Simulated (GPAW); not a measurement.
Wanted: an ASE script for a GPAW 26.7.0 run.

```yaml
Task: relaxation of cell and atoms
Functional: PBEsol
Dispersion: D4
Potentials_or_basis: PAW data sets generated in the run's folder for this functional
Cutoff: 600 eV
Basis: pw
k_mesh: 13 × 13 × 13
Occupations: fermi-dirac, width 0.05 eV
Spin: collinear spin, ferromagnetic start
Starting_moments: "[1.0] μB"
Maxiter: 150
Optimizer: BFGS
Fmax: 0.02 eV/Å
Max_steps: 60
Convergence: density=1e-05 forces=0.0001
```

Crystal: Ni.

```xyz
1
Lattice="-1.3837 1.3837 1.3837 1.3837 -1.3837 1.3837 1.3837 1.3837 -1.3837" Properties=species:S:1:pos:R:3 pbc="T T T"
Ni    0.0000    0.0000    0.0000
```

This isn't the form of Ni at room conditions, which is fcc.

One way to write it, as run:

run.py

```python
from ase import Atoms
from ase.calculators.mixing import SumCalculator
from ase.filters import FrechetCellFilter
from ase.io import write
from ase.optimize import BFGS
from dftd4.ase import DFTD4
from gpaw import GPAW, PW, setup_paths

setup_paths.insert(0, '.')

atoms = Atoms(['Ni'],
              cell=[[-1.38371547, 1.38371547, 1.38371547],
                    [1.38371547, -1.38371547, 1.38371547],
                    [1.38371547, 1.38371547, -1.38371547]],
              scaled_positions=[[0.0, 0.0, 0.0]],
              pbc=True)
atoms.set_initial_magnetic_moments([1.0])

calc = GPAW(mode=PW(600),
            xc='PBEsol',
            kpts={'size': (13, 13, 13), 'gamma': True},
            occupations={'name': 'fermi-dirac', 'width': 0.05},
            nbands=17,
            convergence={'density': 1e-05, 'forces': 0.0001},
            maxiter=150,
            txt='gpaw.txt')
atoms.calc = SumCalculator([calc, DFTD4(method='pbesol')])
opt = BFGS(FrechetCellFilter(atoms), trajectory='relax.traj', logfile='-')
done = opt.run(fmax=0.02, steps=60)
calc.write('gs.gpw')
write('result.traj', atoms)
print('Converged:', done)
print('Cell:', atoms.cell.cellpar().round(4))
print('Volume:', round(atoms.get_volume(), 4))
print(atoms.get_scaled_positions().round(5))
```

Potentials or basis: PAW data sets generated in the run's folder for this functional, pw.

Command:

```sh
$ gpaw-setup -f PBEsol Ni
$ OMP_NUM_THREADS=1 python run.py
```

Results of the run:

| Property | Result |
| --- | --- |
| Relaxed volume | 10.45 Å³/atom |
| Relaxed cell | a = 2.386 Å, b = 2.386 Å, c = 2.386 Å, α = 109.47°, β = 109.47°, γ = 109.47° |
| Space group after relaxing (to 0.05 Å) | Im-3m (No. 229) |
| Energy gained by relaxing | 1.4 meV/atom |
| Ionic steps | 3 |
| Pressure after relaxing | 0.0 GPa |
| Band gap on the k mesh | none (metal or under the smearing width) |
| Net moment | 0.57 μB per cell |
| Site moments | Ni +0.59 μB |
| Dispersion energy per atom | -0.272 eV |

Caveat: each step starts from the last one's moments, so a moment once lost doesn't come back; the stock nickel data set gives pressures a few GPa off other programs; later steps reuse the first step's grids; pairwise dispersion overbinds metals, which lowers pressure and volume.

It took 120 s on 1 thread of Intel(R) Xeon(R) Platinum 8175M CPU @ 2.50GHz (Skylake/Cascade Lake), with other jobs on the host, peak memory 0.17 GiB.
